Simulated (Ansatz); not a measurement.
# Os in Ansatz: the effect of functional

The system is Os.

```xyz
2
Lattice="2.7341 0.0000 0.0000 -1.3671 2.3678 0.0000 0.0000 0.0000 4.3197" Properties=species:S:1:pos:R:3 pbc="T T T"
Os    1.3671    0.7893    3.2398
Os    0.0000    1.5785    1.0799
```

Alike in all runs:

* Program: Ansatz 0.2.0
* Task: band structure
* Potentials or basis: Ansatz PAW
* k mesh: 6 × 6 × 4
* Occupations: fermi-dirac, width 0.05 eV
* Spin: no spin polarisation

| functional | cutoff | pressure (GPa) |
| --- | --- | --- |
| LDA | 420 eV (not typed: the program's choice for these potentials) | ? |
| PBE | 420 eV (not typed: the program's choice for these potentials) | 9.5 |
| PBEsol | 420 eV (not typed: the program's choice for these potentials) | -1.9 |
| RPBE | 420 eV (not typed: the program's choice for these potentials) | 13.7 |
| revPBE | 420 eV (not typed: the program's choice for these potentials) | 12.5 |
| BLYP | 420 eV (not typed: the program's choice for these potentials) | 26.6 |
| r2SCAN | 500 eV (not typed: the program's choice for these potentials) | 1.8 |

Question: What does the run with functional LDA give?

Answer: Pressure -7.9 GPa.

Caveats: all runs use coarse meshes; the PAW data sets come from PBE, with cores solved anew for the run's functional, which leaves a small shift of forces and pressure (some runs).
